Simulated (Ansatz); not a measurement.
A free-standing buckled honeycomb monolayer of As: a single-point calculation in the PAW code Ansatz (HSE06). The cell was relaxed with r2SCAN and then strained (in-plane biaxial +2.0 %), with the atoms relaxed again with r2SCAN; k points keep the names of the unstrained zone.

The input:
```yaml
crystal:
  lattice:
    - [3.6463993912, 0.0, 0.0]
    - [-1.8231996956, 3.1578745052, 0.0]
    - [0.0, 0.0, 26.4156438]
  atoms:
    - { symbol: As, position: [0.3333333333, 0.6666666667, 0.3209572418] }
    - { symbol: As, position: [0.6666666667, 0.3333333333, 0.3721101708] }
  periodic: [true, true, false]
kpoints:
  mp_grid: { grid: [6, 6, 1] }
  band_path:
    path:
      - [0.0, 0.0, 0.0]
      - [0.5, 0.0, 0.0]
      - [0.3333333333, 0.3333333333, 0.0]
      - [-0.125, 0.244792, 0.0]
      - [0.0, 0.307292, 0.0]
    npoints: 1
hamiltonian:
  xc: hse06
scf:
  occupations: { method: fixed }
  n_extra_bands: 4
output:
  forces: true
  stress: true
  eigenvalues: true
```

Wall time 46 s on 1 × NVIDIA H100 80GB HBM3 with 2 threads of AMD EPYC 7R13 Processor (Zen 3) (shared host), load about 3.6 per core; peak host memory 2.7 GiB.

The log, with set-up remarks and timings taken out:
```
Pseudopotential: As, paw, valence charge 15, recommended cutoff 420 eV (normal)
Functional definition: HSE06
Crystal: 2 atoms, lattice volume = 304.173 Å³
Basis set: ecut = 420 eV, 5849 PW (Γ)
Bands: 19, of which v1, the nominal top of the filled ones, is band 15 counted from 1 (14 counted from 0)
Symmetry: 12 space group operations
Space group: P-3m1 (ITA 164)
k-points: 7 of 36
Exchange kernel: α = 0.2500, screened, ω = 0.2079 Å⁻¹, Wigner–Seitz truncation, v(0) = 1046.3843 eV·Å³, q-mesh 6×6×1
preconditioner: auto → none  [insulator: Δε(μ)=2.427 eV  ℏωp=6.7 eV]
hybrid outer 1: dexx = +8.646e-3 eV, tail = 1.00e-4 eV
hybrid outer 2: dexx = +8.992e-7 eV, tail = 3.80e-8 eV, Δε = 3.98e-3 eV, ΔF = 6.10e-3 eV/Å
hybrid outer 3: dexx = +2.228e-10 eV, tail = 4.35e-10 eV, Δε = 4.69e-5 eV, ΔF = 2.55e-4 eV/Å
NSCF: frozen V_eff on 5 k-points
hybrid SCF converged: 3 outer / 16 inner (+2 warm-up)
Free energy (F): -9714.460053 eV
Fermi energy:    -6.101025 eV
--- Forces (eV/Å), atoms counted from 1 ---
  atom   1  As      0.00000      0.00000      0.09067
  atom   2  As      0.00000      0.00000    -0.09067
--- 2D stress c σ (N/m, compression-positive) ---
       -1.420353       0.000000       0.000000
        0.000000      -1.420353       0.000000
        0.000000       0.000000       0.000000
  P = ½ c Tr σ = -1.4204 N/m
--- Band table (eV; the first three rows and the last of 7) ---
  k-point 0: bands = […, -44.3899, -20.6508, -13.5470, -6.2513, -6.1010, -6.1010, -3.4434, -1.7040, -1.7040, -0.4173]
  k-point 1: bands = […, -44.3904, -20.2550, -13.5763, -8.3626, -6.7877, -6.1468, -3.0139, -1.1092, -0.9854, 0.0375]
  k-point 2: bands = […, -44.3917, -19.1331, -14.5075, -9.7726, -7.7261, -6.6035, -3.6257, -1.2150, -0.4404, 1.0963]
  k-point 6: bands = […, -44.3941, -16.7997, -16.7997, -10.6507, -7.9851, -7.9851, -3.0344, -0.3248, -0.3248, 2.9408]
```

The rows of the band table are 0: (0, 0, 0) = Γ, 1: (0, 1/6, 0), 2: (0, 1/3, 0), 6: (1/3, 1/3, 0) = K.

Levels at the listed points, from bands.tsv (eV from the Fermi energy, bands near the gap, counted from 0):
```tsv
# k_distance	band_10	band_11	band_12	band_13	band_14	band_15	band_16	band_17	band_18
# fermi_ev = -6.101025
# [0, 0, 0] at k_distance = 0.000000
# [0.5, 0, 0] at k_distance = 0.994844
# [0.3333333333, 0.3333333333, 0] at k_distance = 1.569218
# [-0.125, 0.244792, 0] at k_distance = 2.580814
# [0, 0.307292, 0] at k_distance = 2.909828
# levels_relative_to = fermi_ev
0.000	-14.550	-7.446	-0.150	0.000	0.000	2.658	4.397	4.397	5.684
0.995	-11.918	-9.768	-3.399	-1.989	-1.351	2.751	4.265	5.679	7.338
1.569	-10.699	-10.699	-4.550	-1.884	-1.884	3.067	5.776	5.776	9.042
2.581	-13.913	-7.567	-2.748	-1.379	-0.017	3.708	4.256	5.741	6.428
2.910	-13.246	-8.158	-3.623	-1.507	-0.348	2.467	5.052	5.632	6.957
```
In order the rows are Γ, M, K, (-1/8, 0.245, 0), Γ–M (0.61).

With HSE06 the valence top lies at Γ and the conduction bottom at Γ–M (0.61 of the way from Γ), 2.47 eV higher; the smallest vertical gap, at Γ, is 2.66 eV. With the atoms held, the mean in-plane stress is -1.4 N/m (compression positive). The stress of a hybrid is loosely converged here. The largest force is 0.09 eV/Å.

No spin polarisation and no zero-point or thermal motion; the cell was built from a prototype and may be hypothetical.

The runs are scalar-relativistic, without spin-orbit coupling.

The meshes of the hybrids are coarse, so their gaps aren't converged to the digits shown.
